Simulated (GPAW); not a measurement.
# Ge: band structure with r2SCAN

The system is Ge.

```
Ge
1.0
     5.01240    2.89391    1.98864
    -5.01240    2.89391    1.98864
     0.00000   -5.78782    1.98864
Ge
8
Direct
  0.27823 0.46995 0.97307
  0.46995 0.97307 0.27823
  0.97307 0.27823 0.46995
  0.72177 0.53005 0.02693
  0.53005 0.02693 0.72177
  0.02693 0.72177 0.53005
  0.28552 0.28552 0.28552
  0.71448 0.71448 0.71448
```

This isn't the form of Ge at room conditions, which is diamond.

```
Program             : GPAW 26.7.0
Task                : band structure
Functional          : r2SCAN
Potentials or basis : GPAW PAW data sets (gpaw-data 1.2.1)
Cutoff              : 600 eV
Basis               : pw
k mesh              : 4 × 4 × 4
Occupations         : fermi-dirac, width 0.05 eV
Spin                : no spin polarisation
Maxiter             : 150
Band path           : GPZQGFP1Q1LZ
Band points         : 80
```

```
Pressure                : -2.8 GPa
Largest force           : 0.185 eV/Å
Band gap along the path : none (metal or under the smearing width)
```

Forces on the atoms (eV/Å):
```
Ge   0.074  0.032  0.147
Ge  -0.009 -0.080  0.147
Ge  -0.065  0.048  0.147
Ge  -0.074 -0.032 -0.147
Ge   0.009  0.080 -0.147
Ge   0.065 -0.048 -0.147
Ge   0.000  0.000  0.185
Ge   0.000  0.000 -0.185
```

Stress tensor (GPa, compression positive):
```
-2.95  0.00  0.00
 0.00 -2.95  0.00
 0.00  0.00 -2.58
```

Levels at the corners of the path, in eV from the Fermi level:
```
point  band 12  band 13  band 14  band 15  band 16  band 17  band 18  band 19  band 20  band 21
    Γ    -3.53    -3.53    -1.28    -1.28    -0.79     1.61     1.99     1.99     4.40     4.40
    P    -1.95    -1.95    -1.51    -0.78    -0.78    -0.03     1.38     1.67     1.67     2.58
    Z    -2.74    -2.54    -2.15     0.25     0.25     1.08     1.34     2.85     2.85     3.05
    Q    -2.82    -2.82    -2.17    -2.17    -1.92     1.71     2.20     2.20     2.99     3.41
    Γ    -3.53    -3.53    -1.28    -1.28    -0.79     1.61     1.99     1.99     4.40     4.40
    F    -2.45    -2.19    -1.68    -1.57    -1.09     0.71     0.87     1.77     1.91     2.42
   P1    -1.95    -1.95    -1.51    -0.78    -0.78    -0.03     1.38     1.67     1.67     2.58
   Q1    -2.82    -2.82    -2.17    -2.17    -1.92     1.71     2.20     2.20     2.99     3.41
    L    -2.38    -1.62    -1.46    -1.23    -0.89    -0.03     1.62     1.64     1.90     2.75
    Z    -2.74    -2.54    -2.15     0.25     0.25     1.08     1.34     2.85     2.85     3.05
```

It took 16 min on 1 thread of Arm Neoverse V2, on a shared host, peak memory 0.89 GiB.

Caveat: the PAW data sets were made with another functional, which shifts forces and pressure a little.
